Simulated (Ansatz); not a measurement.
Runs of Ansatz 0.2.0 on TiO2. The typed cell holds 9 atoms: a = 2.968 Å, b = 4.708 Å, c = 7.241 Å, α = 88.08°, β = 78.18°, γ = 90.00°. The cell comes from a database or a generator and needn't be the stable form of this composition.

```tsv
task	level	U	cell	k mesh	cutoff (eV)	hubbard projectors	double counting	points for each segment of the path	gap on the mesh (eV)	pressure (GPa)	relaxed volume (Å³/atom)	largest force (eV/Å)
relaxation of cell and atoms	r2SCAN+rVV10	-	relaxed	9 × 6 × 4	500	-	-	-	2.65	0.0	10.86	-
relaxation of the atoms	PBE	-	atoms relaxed from: strained by +2 %	7 × 5 × 3	420	-	-	-	2.39	-0.2	-	0.01
relaxation of cell and atoms	PBEsol+U	Ti d U = 6 eV	relaxed	9 × 6 × 4	420	ortho-atomic (the default)	fll (the default)	-	(b)	0.0	11.18	-
single point	PBE	-	as given	9 × 6 × 4	350	-	-	-	2.26	3.7	-	0.10
band structure	PBE+U	Ti d U = 3 eV	as given	9 × 6 × 4	420	ortho-atomic (the default)	fll (the default)	10	2.62	6.2	-	(a)
```

Alike in all rows: potentials or basis Ansatz PAW; no spin polarisation; smearing fermi-dirac 0.05 eV.

Q: Fill in the values left out.

A: (a) 0.15; (b) 2.99.

Caveats: odd divisions of the mesh miss points on the zone boundary, where band edges often lie, so the gap on the mesh can be too wide (some runs); the plane-wave basis is chosen anew once the cell has moved, so the energies of steps on either side of that aren't comparable (some runs); the PAW data sets come from PBE, with cores solved anew for the run's functional, which leaves a small shift of forces and pressure (some runs); the thresholds are loose for stress (some runs); the pressure holds a Pulay correction of +8.4 GPa for the finite cutoff (some runs); the cutoff lies under the one recommended for these potentials (some runs).

A k mesh can miss the band edges.
